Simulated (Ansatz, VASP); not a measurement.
One calculation of V, two programs

The input INCAR:

```
PREC = Accurate
ENCUT = 520
EDIFF = 1E-6
ISMEAR = -1
SIGMA = 0.05
LREAL = F
LASPH = T
NELM = 150
ALGO = Fast
ISIF = 2
LWAVE = F
LCHARG = F
ISPIN = 2
MAGMOM = 2
LORBIT = 11
LMAXMIX = 4
NBANDS = 16
```

The input KPOINTS:

```
regular mesh
0
Gamma
  12 12 12
```

File POSCAR:

```
V
1.0
   -1.5440506776      1.5440506776      1.5440506776
    1.5440506776     -1.5440506776      1.5440506776
    1.5440506776      1.5440506776     -1.5440506776
V
1
Direct
    0.0000000000      0.0000000000      0.0000000000
```

Contents of input.yaml:

```yaml
crystal:
  lattice:
    - [-1.5440506776, 1.5440506776, 1.5440506776]
    - [1.5440506776, -1.5440506776, 1.5440506776]
    - [1.5440506776, 1.5440506776, -1.5440506776]
  atoms:
    - { symbol: V, position: [0.0, 0.0, 0.0], spin: 2.0 }
kpoints:
  mp_grid: { grid: [12, 12, 12] }
scf:
  occupations: { method: fermi_dirac, width: 0.05 }
hamiltonian:
  xc: lda
  pseudopotentials: { kind: all_electron, lapw: { basis_error: 0.001 } }
magnetization:
  spin_polarized: true
output:
  forces: true
  stress: true
  eigenvalues: true
```

Change from the starting cell: volume scaled by 1.06.

Alike in both runs: task single point; functional LDA; k mesh 12 × 12 × 12; occupations fermi-dirac, width 0.05 eV; collinear spin.

|  | VASP | Ansatz |
| --- | --- | --- |
| version | VASP 6.6.1 | Ansatz 0.2.0 |
| potentials or method | VASP PAW LDA potentials, release 64 (V_sv) | all-electron LAPW, scalar-relativistic |
| plane-wave cutoff (eV) | 520 | see its input |

Ansatz gave:

| Quantity | Value |
| --- | --- |
| gap on the k mesh at the Fermi level (eV) | none |
| pressure (GPa) | -24.8 |
| net moment per atom (μB) | 0.00 |

Task: Estimate VASP's values.

Result: gap on the k mesh at the Fermi level (eV): none; pressure (GPa): -24.5; net moment per atom (μB): 0.00.

A gap of «none» marks a metal or a gap that the smearing closes. Ansatz ran all-electron here, so the differences hold the error of VASP's frozen core and of both bases.

Caveats: so large a pressure means that the cell lies far from this level's equilibrium, or that cutoff or potentials fall short (VASP); the starting moments weren't kept (Ansatz).
